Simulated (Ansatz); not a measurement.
## KF(001) slab, 2 layers: the cell at rest

Wanted: the relaxed cell of KF(001) slab, 2 layers.

Calculated with Ansatz 0.2.0; DFT LDA, scalar-relativistic, plane waves, PAW; PAW set soft_1.

**1. Set-up**

The cell holds 4 atoms: 2 F and 2 K. Cell: a = 3.783 Å, b = 3.783 Å, c = 15.675 Å, α = 90.0°, β = 90.0°, γ = 90.0°. Vacuum lies along c.

As a file:

```cif
data_structure
_symmetry_space_group_name_H-M 'P 1'
_symmetry_Int_Tables_number 1
_cell_length_a 3.7830
_cell_length_b 3.7830
_cell_length_c 15.6750
_cell_angle_alpha 90.000
_cell_angle_beta 90.000
_cell_angle_gamma 90.000
_cell_volume 224.33
loop_
_atom_site_label
_atom_site_type_symbol
_atom_site_fract_x
_atom_site_fract_y
_atom_site_fract_z
_atom_site_occupancy
F1 F 0.50000 0.50000 0.41467 1
F2 F 0.00000 0.00000 0.58533 1
K3 K 0.00000 0.00000 0.41467 1
K4 K 0.50000 0.50000 0.58533 1
```

**2. A coarse first look**

A quick single point on a coarse mesh tells whether the cell has a gap and how far it is from rest, which sets the k mesh and smearing that follow.

The program solves this slab on a cell height of its own, 29.1 Å, in place of the one typed.

input.yaml reads:

```yaml
crystal:
  lattice:
    - [2.675, 2.675, 0.0]
    - [-2.675, 2.675, 0.0]
    - [0.0, 0.0, 15.675]
  atoms:
    - { symbol: F, position: [0.5, 0.5, 0.414673] }
    - { symbol: F, position: [0.0, 0.0, 0.585327] }
    - { symbol: K, position: [0.0, 0.0, 0.414673] }
    - { symbol: K, position: [0.5, 0.5, 0.585327] }
  periodic: [true, true, false]
kpoints:
  mp_grid: { grid: [6, 6, 1] }
hamiltonian:
  xc: lda
  pseudopotentials: { kind: paw, azcp: { folder: soft_1 }, xc_functional: pbe }
scf:
  occupations: { method: gaussian, width: 0.1 }
output:
  forces: true
  stress: true
  eigenvalues: true
```

Command:

```bash
ansatz run input.yaml --threads 8 --pin off --max-ram 16384MiB --backend cpu --events-out ev --progress --plain --runs-dir out
```

Numbers of over 12 decimals in the logs are rounded to 6 here.

The log of the run:

```text
[...]
k-point 1: bands = [... 12 lower, -6.6156, -6.5893, -6.5697, -6.5421, -0.7302 (-0.7303°), -0.2902 (-0.2913°), 0.5771, 0.7430]
  k-point 2: bands = [... 12 lower, -6.7178, -6.7044, -6.6940, -6.6426, 0.2451 (0.2449°), 0.5210 (0.5202°), 1.4816, 1.5997]
  k-point 9: bands = [... 12 lower, -6.6060, -6.6060, -6.5552, -6.5552, 1.8601, 1.8601, 3.3319, 3.3319]
  ° read free of the cell's end (the report's vacuum.weakly_bound_levels)
[key lines of the parts left out:]
SCF converged after 9 iterations
Free energy (F): -4584.940420 eV
Fermi energy:    -3.783946 eV
P = ½ c Tr σ = -3.0611 N/m
```

Elapsed: 1.7 s, on 8 threads of AMD EPYC 9B45 (Zen 5), shared host; peak memory 0.81 GiB.

Numbers from this step:

```yaml
gap_on_the_k_mesh: 5.350 eV
direct_gap_on_mesh: 5.350 eV
area_per_atom: 3.578 Å²
```

The coarse mesh shows a gap of 5.35 eV.

**3. Bringing the structure to rest**

The cell and atoms are relaxed, since residual forces and stress would shift the frequencies.

The program solves this slab on a cell height of its own, 29.1 Å, in place of the one typed.

Changes to input.yaml since step 2:

```diff
@@ -17,3 +17,3 @@
 scf:
-  occupations: { method: gaussian, width: 0.1 }
+  occupations: { method: gaussian, width: 0.02 }
 output:
@@ -22 +22,10 @@
   eigenvalues: true
+  write_density: true
+  write_potential: true
+  elf: true
+  volumetric_format: npy
+relax:
+  adjacent_minimum: "off"
+  f_tol: 0.005
+  max_steps: 80
+  cell: { stress_2d_tol: 0.02 }
```

The log of the run:

```text
[...]
Crystal: 4 atoms, lattice volume = 417.173 Å³
Basis set: ecut = 420 eV, 8089 PW (Γ)
Bands: 20, of which v1, the nominal top of the filled ones, is band 16 counted from 1 (15 counted from 0)
Symmetry: 16 space group operations
[...]
k-points: 10 of 36
[...]
SCF iter   1: F=—  HF=-4588.091920 eV  |F-HF|=—  |Δ(HF+E_count)|=         —  Δρ=4.03e-2  dr2=8.65e0  ethr=3.10e-3  ⟨swp⟩=13.3  Hψ=1661  notcnv=0
[...]
SCF iter   9: F=-4584.940420 eV  HF=-4584.940420 eV  |F-HF|=9.21e-10  |Δ(HF+E_count)|=   5.42e-9  Δρ=6.62e-7  dr2=1.55e-9  ethr=3.13e-10  ⟨swp⟩=15.7  Hψ=2141  notcnv=0
SCF 1 converged in 9 iterations: F = -4584.940420 eV  dr2 = 1.55e-9
[...]
relax step   1: F+E_penalty+E_count = -4584.94042016 eV  Δ(F+E_penalty+E_count) = +0.000e0 eV  max|allowed force component| = 2.595e-1 eV/Å  Δτ_max = 0.0000 Å  P = -3.061 N/m  Ω = 417.173 Å³  fix = [c, alpha, beta]  reactions: c +0.000 N/m  (9 SCF iters, dr2 threshold 1.00e-7 eV, accepted)
Crystal: 4 atoms, lattice volume = 389.302 Å³
Basis set: ecut = 420 eV, 7601 PW (Γ)
[...]
iter 1 solved again at ethr=9.07e-4 eV; its pass at ethr=3.10e-3 eV (dr2=2.90e-1 eV) is discarded
[...]
SCF iter   7: F=-4585.102301 eV  HF=-4585.102301 eV  |F-HF|=7.88e-10  |Δ(HF+E_count)|=   1.47e-7  Δρ=1.73e-6  dr2=5.26e-9  ethr=6.86e-10  ⟨swp⟩=8.0  Hψ=1496  notcnv=0
SCF 2 converged in 7 iterations: F = -4585.102301 eV  dr2 = 5.26e-9
relax step   2: F+E_penalty+E_count = -4585.10230071 eV  Δ(F+E_penalty+E_count) = -1.619e-1 eV  max|allowed force component| = 2.308e-1 eV/Å  Δτ_max = 0.1737 Å  P = -1.021 N/m  Ω = 389.302 Å³  energy of the carried Pulay correction = +9.211e-3 eV  fix = [c, alpha, beta]  reactions: c +0.000 N/m  (7 SCF iters, dr2 threshold 4.00e-7 eV, accepted)
Crystal: 4 atoms, lattice volume = 378.077 Å³
Basis set: ecut = 420 eV, 7361 PW (Γ)
[...]
SCF iter   7: F=-4585.139131 eV  HF=-4585.139131 eV  |F-HF|=5.90e-10  |Δ(HF+E_count)|=   5.06e-8  Δρ=1.16e-6  dr2=3.05e-9  ethr=3.42e-10  ⟨swp⟩=7.0  Hψ=1431  notcnv=0
SCF 3 converged in 7 iterations: F = -4585.139131 eV  dr2 = 3.05e-9
relax step   3: F+E_penalty+E_count = -4585.13913147 eV  Δ(F+E_penalty+E_count) = -3.683e-2 eV  max|allowed force component| = 6.765e-2 eV/Å  Δτ_max = 0.0829 Å  P = -0.198 N/m  Ω = 378.077 Å³  energy of the carried Pulay correction = +1.310e-2 eV  fix = [c, alpha, beta]  reactions: c +0.000 N/m  (7 SCF iters, dr2 threshold 4.00e-7 eV, accepted)
[...]
relax step   4: F+E_penalty+E_count = -4585.14189735 eV  Δ(F+E_penalty+E_count) = -2.766e-3 eV  max|allowed force component| = 3.175e-2 eV/Å  Δτ_max = 0.0288 Å  P = +0.022 N/m  Ω = 374.972 Å³  energy of the carried Pulay correction = +1.420e-2 eV  fix = [c, alpha, beta]  reactions: c +0.000 N/m  (7 SCF iters, dr2 threshold 2.86e-7 eV, accepted)
[...]
relax step   5: F+E_penalty+E_count = -4585.14207073 eV  Δ(F+E_penalty+E_count) = -1.734e-4 eV  max|allowed force component| = 1.304e-3 eV/Å  Δτ_max = 0.0085 Å  P = +0.002 N/m  Ω = 375.421 Å³  energy of the carried Pulay correction = +1.404e-2 eV  fix = [c, alpha, beta]  reactions: c +0.000 N/m  (6 SCF iters, dr2 threshold 6.30e-8 eV, accepted)
[...]
relax step   6: F+E_penalty+E_count = -4585.13517088 eV  Δ(F+E_penalty+E_count) = +6.900e-3 eV  max|allowed force component| = 1.441e-3 eV/Å  Δτ_max = 0.0000 Å  P = -0.133 N/m  Ω = 375.421 Å³  fix = [c, alpha, beta]  reactions: c +0.000 N/m  stress off target by 1.33e-1 N/m on what of the cell is left free  SCF on the basis re-selected at this cell (its energy is not comparable with the rows above)  (7 SCF iters)
[...]
relax step   7: F+E_penalty+E_count = -4585.13578242 eV  Δ(F+E_penalty+E_count) = -6.115e-4 eV  max|allowed force component| = 7.300e-4 eV/Å  Δτ_max = 0.0009 Å  P = -0.011 N/m  Ω = 374.207 Å³  energy of the carried Pulay correction = +4.264e-4 eV  fix = [c, alpha, beta]  reactions: c +0.000 N/m  (6 SCF iters, dr2 threshold 2.74e-8 eV, accepted)
[...]
SCF iter   5: F=-4585.135342 eV  HF=-4585.135342 eV  |F-HF|=6.37e-12  |Δ(HF+E_count)|=  4.55e-12  Δρ=5.30e-8  dr2=3.50e-12  ethr=1.00e-12  ⟨swp⟩=8.4  Hψ=1166  notcnv=0
SCF 8 converged in 5 iterations: F = -4585.135342 eV  dr2 = 3.50e-12
relax step   8: F+E_penalty+E_count = -4585.13534209 eV  Δ(F+E_penalty+E_count) = +4.403e-4 eV  max|allowed force component| = 7.416e-4 eV/Å  Δτ_max = 0.0000 Å  P = -0.017 N/m  Ω = 374.207 Å³  fix = [c, alpha, beta]  reactions: c +0.000 N/m  stress off target by 1.68e-2 N/m on what of the cell is left free  SCF on the basis re-selected at this cell (its energy is not comparable with the rows above)  (5 SCF iters)
[...]
WARN: The output density's exchange-correlation potential varies sharply where the density is thin. Do not read a vacuum level from v_tot or v_xc, or from such a field of the output density. On a cell that repeats whose density bears no net charge and no dipole along the vacuum's axis use v_es (v_loc + v_h of the components); under efield.dipole_correction with no amplitude use v_es + v_field, which holds any externa [...]
SCF converged after 5 iterations
Free energy (F): -4585.135342 eV
[...]
Internal energy: -4585.135342 eV  (E = F + TS)
E sigma→0 (E₀):  -4585.135342 eV
Fermi energy:    -3.599500 eV
[...]
--- Forces (eV/Å), atoms counted from 1 ---
  atom   1  F      0.00000000    -0.00000000     0.00069994
  atom   2  F      0.00000000    -0.00000000    -0.00069994
  atom   3  K     -0.00000000    -0.00000000     0.00074160
  atom   4  K     -0.00000000    -0.00000000    -0.00074160
  max |Σ_I F_I| component: 2.85e-19 eV/Å
--- 2D stress c σ (N/m, compression-positive) ---
       -0.016767      -0.000000       0.000000
        0.000000      -0.016767       0.000000
        0.000000       0.000000       0.000000
  P = ½ c Tr σ = -0.0168 N/m
--- Band table (eV; the first three rows and the last of 10) ---
  k-point 0: bands = [... 12 lower, -6.3678, -6.3678, -6.3381, -6.3381, -0.8610 (-0.8612°), -0.4940 (-0.4958°), 0.3642, 0.4822]
  k-point 1: bands = [... 12 lower, -6.5641, -6.5265, -6.4882, -6.4672, -0.4864 (-0.4867°), -0.1835 (-0.1851°), 0.7074, 0.8041]
  k-point 2: bands = [... 12 lower, -6.7252, -6.7182, -6.7047, -6.6518, 0.5159 (0.5156°), 0.7135 (0.7124°), 1.7011, 1.7558]
  k-point 9: bands = [... 12 lower, -6.4625, -6.4625, -6.3686, -6.3686, 2.2037, 2.2037, 3.7915, 3.7915]
  ° read free of the cell's end (the report's vacuum.weakly_bound_levels)
--- Relaxed structure (6 steps of the walk, 6 accepted, 2 SCFs on fresh bases) ---
  F+E_penalty+E_count = -4585.13534209 eV   max|allowed force component| = 7.416e-4 eV/Å   (the final SCF, on the basis selected at the relaxed cell)
  cell:  # Å, volume = 374.2075 Å³
    - [2.533506, 2.533506, 0.0]
    - [-2.533506, 2.533506, 0.0]
    - [0.0, 0.0, 29.150003]
  atoms:
    - { symbol: F, position: [0.500000, 0.500000, 0.226274] }
    - { symbol: F, position: [0, 0, 0.311462] }
    - { symbol: K, position: [0, 0, 0.224212] }
    - { symbol: K, position: [0.500000, 0.500000, 0.313523] }
```

The job ended after 4.3 s (8 threads; peak memory 0.83 GiB).

Relaxation path:

```
step  energy less that of the first step (eV)  largest force component (eV/Å)  volume (Å³)
   1                                   0.0000                          0.2595       417.17
   2                                  -0.1619                          0.2308       389.30
   3                                  -0.1987                          0.0676       378.08
   4                                  -0.2015                          0.0317       374.97
   5                                  -0.2017                          0.0013       375.42
  6*                                  -0.1948                          0.0014       375.42
   7                                  -0.1954                          0.0007       374.21
  8*                                  -0.1949                          0.0007       374.21
```

Relaxation steps marked * repeat the geometry before them on a plane-wave basis chosen anew for their cell, so energy and pressure can jump there.

Forces are held to the 16 operations that the run works with; a distortion that breaks them can't arise in this run.

```
cell as run  before  after  change
      a (Å)   3.783  3.583  -5.3 %
      b (Å)   3.783  3.583  -5.3 %
```

The atoms that moved most (Å, along periodic axes as changes of fractional coordinates times the final cell, across vacuum about the mean position):

```
atom     dx     dy      dz  length
  F1  0.000  0.000   0.096   0.096
  F2  0.000  0.000  -0.096   0.096
  K4  0.000  0.000  -0.036   0.036
  K3  0.000  0.000   0.036   0.036
```

Final coordinates:

```cif
data_structure
_symmetry_space_group_name_H-M 'P 1'
_symmetry_Int_Tables_number 1
_cell_length_a 3.5829
_cell_length_b 3.5829
_cell_length_c 29.1500
_cell_angle_alpha 90.000
_cell_angle_beta 90.000
_cell_angle_gamma 90.000
_cell_volume 374.21
loop_
_atom_site_label
_atom_site_type_symbol
_atom_site_fract_x
_atom_site_fract_y
_atom_site_fract_z
_atom_site_occupancy
F1 F 0.50000 0.50000 0.22627 1
F2 F 0.00000 0.00000 0.31146 1
K3 K 0.00000 0.00000 0.22421 1
K4 K 0.50000 0.50000 0.31352 1
```

Numbers from this step:

```yaml
gap_on_the_k_mesh: 5.477 eV
direct_gap_on_mesh: 5.477 eV
area_per_atom: 3.209 Å²
```

Valence density in the ac plane at fractional y = 0.000, with atoms of F and K within 0.2 Å of it. It is the smooth field of the valence electrons, not physical close to the nuclei.

Ten steps, logarithmic in the rise over the least value, from '_' (0.00 × 1e0 e/Å³) to '@' (8.14 × 1e0 e/Å³), each cell a mean:
```
____________________________
____________________________
____________________________
____________________________
____________________________
____________________________
____________________________
____________________________
____________________________
____________________________
____________________________
____________________________
____________________________
____________________________
____________________________
==--::..______________..::--
@@@@##==::..______..::++##@@
====--::..__________..::--==
%%%%##++--..______..--++##%%
====--..____________..::--==
____________________________
____________________________
____________________________
____________________________
```
Columns run along a (3.6 Å), rows up along c (29.2 Å). Atoms in or near the plane, at fractional coordinates: F at (0.00, 0.31), K at (0.00, 0.22).

Electrostatic potential energy in the ac plane at fractional y = 0.000, with atoms of F and K within 0.2 Å of it. With pseudopotentials it is smooth inside the atoms' cores, unlike the true potential.

Values in eV, 24 rows by 14 columns, each cell a mean:
```
  0   0   0   0   0   0   0   0   0   0   0   0   0   0
  0   0   0   0   0   0   0   0   0   0   0   0   0   0
  0   0   0   0   0   0   0   0   0   0   0   0   0   0
  0   0   0   0   0   0   0   0   0   0   0   0   0   0
  0   0   0   0   0   0   0   0   0   0   0   0   0   0
  0   0   0   0   0   0   0   0   0   0   0   0   0   0
  0   0   0   0   0   0   0   0   0   0   0   0   0   0
  0   0   0   0   0   0   0   0   0   0   0   0   0   0
  0   0   0   0   0   0   0   0   0   0   0   0   0   0
  0   0   0   0   0   0   0   0   0   0   0   0   0   0
  0   0   0   0   0   0   0   0   0   0   0   0   0   0
  0   0   0   0   0   0   0   0   0   0   0   0   0   0
  0   0   0   0   0   0   0   0   0   0   0   0   0   0
  0   0   0   0   0   0   0   0   0   0   0   0   0   0
  0   0   0   0   0   0   0   0   0   0   0   0   0   0
 -2  -1   0   1   1   0   0   0   0   0   1   1   0  -1
-22 -21 -15  -1   1   1   0   0   0   1   1  -4 -17 -21
 -7  -6  -4  -2  -1   0   0   0   0   0  -1  -2  -4  -6
-22 -22 -22 -17  -6  -2  -1   0  -1  -3  -8 -19 -22 -22
 -9  -8  -6  -4  -2  -1   0   0   0  -1  -2  -4  -7  -9
 -1   0   0   0   0   0   0   0   0   0   0   0   0   0
  0   0   0   0   0   0   0   0   0   0   0   0   0   0
  0   0   0   0   0   0   0   0   0   0   0   0   0   0
  0   0   0   0   0   0   0   0   0   0   0   0   0   0
```
Columns run along a (3.6 Å; values clipped at the 3rd and 97th percentile), rows up along c (29.2 Å). Atoms in or near the plane, at fractional coordinates: F at (0.00, 0.31), K at (0.00, 0.22).

ELF in the ac plane at fractional y = 0.000, with atoms of F and K within 0.2 Å of it. It is the smooth field of the valence electrons, not physical close to the nuclei.

Ten even steps from '0' (0.00) to '9' (0.86), each cell a mean:
```
00000000000000
00000000000000
00000000000000
00000000000000
00000000000000
00000000000000
00000000000000
00000000000000
00000000000000
00000000000000
00000000000000
00000000000000
00000000000000
00000000000000
00000000000000
55431000001345
78974100015898
54421000001345
89995100016999
66531000001456
00000000000000
00000000000000
00000000000000
00000000000000
```
Columns run along a (3.6 Å), rows up along c (29.2 Å). Atoms in or near the plane, at fractional coordinates: F at (0.00, 0.31), K at (0.00, 0.22).

(Continued in part 2 of 2.)

[Logs are printed without paths, hosts, clocks, repeated set-up lines and the standing remarks that a program may print on its own settings, such as how far it seeks lower states.]

[Hosts, paths, dates, database ids (printed as entryN), source tags and the programs' standing remarks are cut or masked in the printed files.]
